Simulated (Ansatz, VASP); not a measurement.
## One calculation of Hf, two programs

```
CELL_PARAMETERS angstrom
0.00000 2.16996 2.16996
2.16996 0.00000 2.16996
2.16996 2.16996 0.00000
ATOMIC_POSITIONS crystal
Hf 0.00000 0.00000 0.00000
```

Alike in both runs: functional PBE; k mesh 15 × 15 × 15; occupations fermi-dirac, width 0.08 eV; no spin polarisation.

Ansatz relaxed the structure, and its values are those at the end. VASP's run is a single point on that final structure, the one shown.

|  | VASP | Ansatz |
| --- | --- | --- |
| version | VASP 6.6.1 | Ansatz 0.2.0 |
| potentials or method | VASP PAW PBE potentials, release 64 (Hf_pv), cutoff 520 eV | all-electron LAPW, scalar-relativistic |

|  | VASP | Ansatz | Ansatz less VASP |
| --- | --- | --- | --- |
| pressure (GPa) | 11.5 | 12.0 | +0.50 |

Ansatz ran all-electron here, so the differences hold the error of VASP's frozen core and of both bases.

Spin-orbit coupling is left out, which matters for the levels of Hf.
